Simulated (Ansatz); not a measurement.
Runs of Ansatz 0.2.0 on P. The cell holds a slab with vacuum, 4 atoms: a = 3.284 Å, b = 34.857 Å, c = 4.632 Å, α = 90.00°, β = 90.00°, γ = 90.00°. 

```tsv
task	level	cell	cutoff (eV)	points for each segment of the path	gap on the mesh (eV)	V0 of scaled cells (Å³/atom)	B0 (GPa)	largest force (eV/Å)
single point	PBEsol	as given	420	-	(b)	-	-	0.27
single point	PBEsol	atoms moved at random, drawn with an rms of 0.05 Å	420	-	1.02	-	-	0.73
band structure	r2SCAN	as given	500	14	1.10	-	-	0.10
equation of state	LDA	as given	420	-	-	129.80	12	-
equation of state	r2SCAN	as given	500	-	-	(a)	12	-
```

Alike in all rows: potentials or basis Ansatz PAW; no spin polarisation; k mesh 8 × 1 × 6; smearing fermi-dirac 0.05 eV.

Q: Fill in the values left out.

A: (a) 133.67; (b) 0.88.

Caveats: the PAW data sets come from PBE, with cores solved anew for the run's functional, which leaves a small shift of forces and pressure (some runs); the cell was scaled at fixed shape and fractional positions, which overstates the stiffness of a crystal with free parameters, most of all of layers and chains (some runs); the PAW data sets were made with another functional, which shifts forces and pressure a little (some runs).

A k mesh can miss the band edges.
